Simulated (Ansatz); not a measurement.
# Si2N: the cost of one run

Program: Ansatz 0.2.0. Level of theory: DFT PBE, scalar-relativistic, plane waves, PAW. These are calculated values, not measurements.

### Step 1. The structure to begin with

Symmetry: Cmmm, No. 65, orthorhombic system. Conventional cell: a = 4.296 Å, b = 7.429 Å, c = 2.620 Å, α = 90.00°, β = 90.00°, γ = 90.00°. Si (site symmetry m2m) has 2 N at 1.87 Å as nearest neighbours. N (site symmetry mmm) is surrounded by 4 Si at 1.87 Å.

As a file:

```cif
data_structure
_symmetry_space_group_name_H-M 'Cmmm'
_symmetry_Int_Tables_number 65
_cell_length_a 4.2958
_cell_length_b 7.4294
_cell_length_c 2.6200
_cell_angle_alpha 90.000
_cell_angle_beta 90.000
_cell_angle_gamma 90.000
_cell_volume 83.62
loop_
_atom_site_label
_atom_site_type_symbol
_atom_site_symmetry_multiplicity
_atom_site_Wyckoff_symbol
_atom_site_fract_x
_atom_site_fract_y
_atom_site_fract_z
_atom_site_occupancy
Si1 Si 4 j 0.50000 0.17921 0.50000 1
N1 N 2 b 0.50000 0.00000 0.00000 1
```

The cell was relaxed beforehand at this level, from a database cell with other species swapped in; it is a trial structure. At a tolerance of 0.05 Å it has space group Cmmm (No. 65); it has 13.94 Å³/atom, an uncorrected energy of +0.10 eV/atom over the elements.

### Step 2. Electronic structure at the relaxed geometry

input.yaml

```yaml
crystal:
  lattice:
    - [2.1478793893, -3.7146916365, 0.0]
    - [2.1478793893, 3.7146916365, 0.0]
    - [0.0, 0.0, 2.6199760071]
  atoms:
    - { symbol: Si, position: [0.320785722, 0.679214278, 0.5] }
    - { symbol: Si, position: [0.679214278, 0.320785722, 0.5] }
    - { symbol: "N", position: [0.5, 0.5, 0.0] }
basis:
  ecutwfc: 420
kpoints:
  mp_grid: { grid: [12, 12, 18] }
  band_path:
    path:
      - [[0.0, 0.0, 0.0], [-0.5, 0.5, 0.0], [-0.33358229, 0.66641771, 0.0]]
      - [[0.33358229, 0.33358229, 0.0], [0.0, 0.0, 0.0], [0.0, 0.0, 0.5], [0.33358229, 0.33358229, 0.5]]
      - [[-0.33358229, 0.66641771, 0.5], [-0.5, 0.5, 0.5], [-0.5, 0.5, 0.0]]
      - [[0.0, 0.0, 0.0], [0.0, 0.5, 0.0], [0.0, 0.5, 0.5], [0.0, 0.0, 0.5], [-0.5, 0.5, 0.5]]
    npoints: 14
hamiltonian:
  xc: pbe
scf:
  occupations: { method: gaussian, width: 0.1 }
  n_extra_bands: 7
output:
  forces: true
  stress: true
  eigenvalues: true
  populations: true
  dos: { projected: true, de: 0.02, nscf_kmesh: { grid: [15, 15, 22] } }
  bader: true
  write_density: true
  write_potential: true
  elf: true
  volumetric_format: npy
```

Command:

```bash
> ansatz run input.yaml --threads 1 --pin off --max-ram 2560MiB --backend cpu --events-out ev --progress --plain --runs-dir out
```

**Question.** How long does this run take on 1 thread of Arm Neoverse V1, shared host, and how much memory does it need?

About 74 s, with a peak of 0.54 GiB.
